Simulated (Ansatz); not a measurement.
Notes on Ag

```
Ag
1.0
     1.58229    0.91354    2.04326
    -1.58229    0.91354    2.04326
     0.00000   -1.82707    2.04326
Ag
1
Direct
  0.00000 0.00000 0.00000
```

Single point in Ansatz 0.2.0 with r2SCAN, no spin polarisation. Cutoff 500 eV, PAW datasets, 13×13×13 Γ-centred k mesh, cold filling (width 0.2802 eV).

(1) What happens at the Fermi level?

(2) What does the stress say?

(3) Describe some of the short contacts.

Origin: a known structure type with other elements, at an estimated volume, so it need not be a known compound. Caveats: wide smearing.

Results:

(1) It is a metal, with about 0.25 states/eV a cell as the mean within 0.25 eV of the Fermi level.

(2) The pressure is 2.3 GPa (compression positive), so with the atoms held at these fractions the cell would first expand. The principal stresses -1.6, -1.6, 10.1 GPa differ, so its shape would change too.

(3) Ag–Ag at 2.74 Å: least valence density 0.27 e/Å³ and ELF 0.16 there. Both are smooth PAW fields, read partly inside the augmentation spheres.
